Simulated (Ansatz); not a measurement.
The system is MgO.

```
Mg O
1.0
     0.00000    2.09700    2.09700
     2.09700    0.00000    2.09700
     2.09700    2.09700    0.00000
Mg O
1 1
Direct
  0.00000 0.00000 0.00000
  0.50000 0.50000 0.50000
```

The cell is a database's computed one.

```yaml
Program: Ansatz 0.2.0
Task: relaxation of cell and atoms
Functional: revPBE
Potentials_or_basis: all-electron LAPW, scalar-relativistic
Basis_error_allowed: 0.001 eV/atom
k_mesh: 11 × 11 × 11
Occupations: fermi-dirac, width 0.05 eV
Spin: no spin polarisation
```

At the start: volume 9.22 Å³/atom.

**Question.** How do energy, volume and symmetry change on relaxing?

**Answer.** Over 5 steps the energy falls by 20.4 meV/atom and the volume is 9.86 Å³/atom (+6.9 %); space group Fm-3m (No. 225, to 0.05 Å).

The path:
```
step  energy change (eV)  largest force (eV/Å)  volume (Å³)
   1              0.0000                0.0000        18.44
   2             -0.0266                0.0000        18.95
   3             -0.0407                0.0000        19.65
   4             -0.0408                0.0000        19.72
   5             -0.0408                0.0000        19.72
```

Final structure:
```xyz
2
Lattice="0.0000 2.1443 2.1443 2.1443 0.0000 2.1443 2.1443 2.1443 0.0000" Properties=species:S:1:pos:R:3 pbc="T T T"
Mg    0.0000    0.0000    0.0000
O     2.1443    2.1443    2.1443
```
